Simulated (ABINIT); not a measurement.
# Pb: phonons at a zone-boundary q with LDA

Crystal: Pb.

```
Pb
1.0
     0.00000    2.47502    2.47502
     2.47502    0.00000    2.47502
     2.47502    2.47502    0.00000
Pb
1
Direct
  0.00000 0.00000 0.00000
```

```json
{"Program": "ABINIT 10.8.3 (patched build)", "Task": "phonons at a zone-boundary q", "Functional": "LDA", "Potentials or basis": "PseudoDojo NC SR LDA v0.4.1 standard", "Cutoff": "653 eV", "k mesh": "10 × 10 × 10", "Occupations": "fermi-dirac, width 0.136 eV", "Spin": "no spin polarisation", "Stop of the response cycle (tolvrs)": "1e-10", "q points": "[\"L\"]", "q points (reduced)": "[[0.5, 0.5, 0.5]]"}
```

```json
{"Band gap on the k mesh": "none (metal or under the smearing width)", "Highest phonon frequency at the q point run": "67 cm⁻¹"}
```

Phonon frequencies in cm⁻¹ (negative: imaginary):
```csv
q point,frequencies
"(0.500, 0.500, 0.500)",31 31 67
```

Run time: 3.7 min on 1 thread of Arm Neoverse V2 (shared host), peak memory 0.52 GiB.

 Spin-orbit coupling is left out, which matters for the levels of Pb.
